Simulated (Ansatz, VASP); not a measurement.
# TiTe2: VASP beside Ansatz

```xyz
3
Lattice="3.6977 0.0000 0.0000 -1.8488 3.2023 0.0000 0.0000 0.0000 6.1963" Properties=species:S:1:pos:R:3 pbc="T T T"
Ti    0.0000    0.0000    0.0000
Te    0.0000    2.1348    1.7051
Te    1.8488    1.0674    4.4912
```

Alike in both runs: functional BLYP; dispersion D3(BJ); k mesh 8 × 8 × 4; occupations gaussian, width 0.05 eV; no spin polarisation.

Ansatz relaxed the structure, and its values are those at the end. VASP's run is a single point on that final structure, the one shown.

```csv
,VASP,Ansatz
version,VASP 6.6.1,Ansatz 0.2.0
potentials or method,"VASP PAW PBE potentials, release 64 (Ti_sv, Te)","scalar-relativistic, plane waves, PAW"
plane-wave cutoff (eV),520,420
valence electrons in the cell,24,44
```

Ansatz gave:

- gap on the k mesh at the Fermi level (eV): none
- pressure (GPa): 2.0
- rms of the force components (eV/Å): 0.001
- dispersion energy (meV/atom): -1265.7

Task: Estimate VASP's values.

Result: gap on the k mesh at the Fermi level (eV): none; pressure (GPa): 2.1; rms of the force components (eV/Å): 0.019; dispersion energy (meV/atom): -1265.5.

A gap of «none» marks a metal or a gap that the smearing closes. The two sets of potentials don't hold the same shells in valence.

Caveats: the PAW data sets were made with another functional, which shifts forces and pressure a little (VASP); pairwise dispersion overbinds metals, which lowers pressure and volume. The runs have no spin-orbit coupling, so splittings on Te are missing.
